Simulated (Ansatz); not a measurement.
Two Ansatz runs on N

The geometry is COD entry 1539196, unchecked; take it as a test cell. The listed cell was then made from it by scaling, straining or moving an atom.

First run: DFT, PBE, PAW with Ansatz's default frozen-core files, scalar-relativistic (Ansatz 0.2.0).

Command: `ansatz run input.yaml --threads 1 --pin off --max-ram 2048MiB --backend cpu --events-out ev --progress --plain --runs-dir out` The run took about 1.6 s on 1 thread of a shared machine.

```yaml
crystal:
  lattice:
    - [3.5674812622, 0.0, 0.0]
    - [-1.7837406311, 3.0895294007, 0.0]
    - [0.0, 0.0, 5.790150202]
  atoms:
    - { symbol: "N", position: [0.3333333333, 0.6666666667, 0.25] }
    - { symbol: "N", position: [0.6666666667, 0.3333333333, 0.75] }
kpoints:
  mp_grid: { grid: [10, 10, 5] }
scf:
  occupations: { method: fermi_dirac, width: 0.02 }
hamiltonian:
  xc: pbe
  pseudopotentials: { kind: paw }
output:
  forces: true
  stress: true
  eigenvalues: true
  efg: { contact_densities: true }
```

Result: converged; pressure -8.03 GPa; no gap on the k mesh; 6 SCF iterations.

A second input differs as follows:

```diff
@@ -11,7 +11,9 @@
 scf:
   occupations: { method: fermi_dirac, width: 0.02 }
+  max_iter: 75
 hamiltonian:
   xc: pbe
   pseudopotentials: { kind: paw }
+  hubbard: { sites: [{ species: "N", l: f, u_eff: 4.0 }] }
 output:
   forces: true
```

What is wrong with it, and what does the program do?

The fault is a U on a shell that isn't there. The run refused before any iteration. The log ends:
```
Error: inconsistent input (hamiltonian.hubbard.sites[].l, hamiltonian.hubbard.sites[].shell): the file of N doesn't list 4f, and it can't be added: PBE doesn't bind the shell 4f of the free atom, whose level lies at +1.14 eV. Type an atom or ion with it (hamiltonian.pseudopotentials.projection_atoms), take another file or name another shell
```
